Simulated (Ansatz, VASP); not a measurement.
This is a calculation of Sb for Ansatz 0.2.0.

Contents of input.yaml:

```yaml
crystal:
  lattice:
    - [3.117292062, 0.0, 0.0]
    - [0.0, 3.117292062, 0.0]
    - [0.0, 0.0, 3.117292062]
  atoms:
    - { symbol: Sb, position: [0.0, 0.0, 0.0] }
hamiltonian:
  xc: lda
  pseudopotentials: { kind: paw }
kpoints:
  mp_grid: { grid: [8, 8, 8] }
scf:
  occupations: { method: fermi_dirac, width: 0.05 }
output:
  forces: true
  stress: true
  eigenvalues: true
```

Potentials or basis: Ansatz PAW.

The run is started by

```bash
$ ansatz run input.yaml --threads 2 --pin off --max-ram 5632MiB --backend cpu --events-out ev --progress --plain --runs-dir out
```

**Question.** Set up the same calculation for VASP 6.6.1. Potentials there: VASP PAW LDA potentials, release 64 (Sb).

**Answer.** As run (the cutoff follows the program's own potentials):

File INCAR:

```
PREC = Accurate
ENCUT = 520
EDIFF = 1E-7
ISMEAR = -1
SIGMA = 0.05
LREAL = F
LASPH = T
NELM = 60
ALGO = Normal
ISIF = 2
LWAVE = F
LCHARG = T
LELF = T
LVHAR = T
NBANDS = 8
```

Contents of KPOINTS:

```
Automatic mesh
0
Gamma
  8 8 8
```

POSCAR

```
Sb
1.0
    3.1172920620      0.0000000000      0.0000000000
    0.0000000000      3.1172920620      0.0000000000
    0.0000000000      0.0000000000      3.1172920620
Sb
1
Direct
    0.0000000000      0.0000000000      0.0000000000
```

Potentials or basis: VASP PAW LDA potentials, release 64 (Sb).

The run is started by

```sh
$ cat potpaw_LDA.64/Sb/POTCAR > POTCAR
$ mpirun -np 1 vasp_std > vasp.out
```

Both were run:

|  | VASP | Ansatz | Ansatz less VASP |
| --- | --- | --- | --- |
| gap on the k mesh at the Fermi level (eV) | none | none | - |
| pressure (GPa) | -3.8 | -3.9 | -0.16 |

A gap of «none» marks a metal or a gap that the smearing closes. The two sets of potentials don't hold the same shells in valence.

Caveats: the PAW data sets come from PBE, with cores solved anew for the run's functional, which leaves a small shift of forces and pressure (Ansatz). Spin-orbit coupling is left out, which matters for the levels of Sb.
